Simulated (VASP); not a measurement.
A run of VASP 6.6.1 is set up as follows.

INCAR

```
PREC = Accurate
ENCUT = 600
EDIFF = 1E-7
ISMEAR = 0
SIGMA = 0.03
LREAL = F
LASPH = T
NELM = 80
ALGO = Normal
ISIF = 3
LWAVE = F
LCHARG = F
GGA = PS
IBRION = 2
NSW = 90
EDIFFG = -0.005
KPAR = 4
```

The input KPOINTS:

```
regular mesh
0
Gamma
  8 8 8
```

POSCAR

```
NaCl                                    
1.0
    0.0000000000      2.8051740254      2.8051740254
    2.8051740254     -0.0000000000      2.8051740254
    2.8051740254      2.8051740254     -0.0000000000
  Na              Cl            
     1     1
Direct
     0.0000000000000000    0.0000000000000000    0.0000000000000000
     0.5000000000000000    0.5000000000000000    0.5000000000000000
```

Potentials or basis: VASP PAW PBE potentials, release 64 (Na_pv, Cl).

The run is started by

```console
$ cat potpaw_PBE.64/Na_pv/POTCAR potpaw_PBE.64/Cl/POTCAR > POTCAR
$ mpirun -np 4 vasp_std > vasp.out
```

Question: Estimate the band gap on the k mesh.

Answer: 5.00 eV, direct.

Question: Estimate the space group after relaxing (to 0.05 Å).

Answer: Fm-3m (No. 225).

Question: What does it give for the relaxed cell?

Answer: a = 3.965 Å, b = 3.965 Å, c = 3.965 Å, α = 60.00°, β = 60.00°, γ = 60.00°.

Final structure:
```
Na Cl
1.0
     0.00000    2.80386    2.80386
     2.80386    0.00000    2.80386
     2.80386    2.80386    0.00000
Na Cl
1 1
Direct
  0.00000 0.00000 0.00000
  0.50000 0.50000 0.50000
```
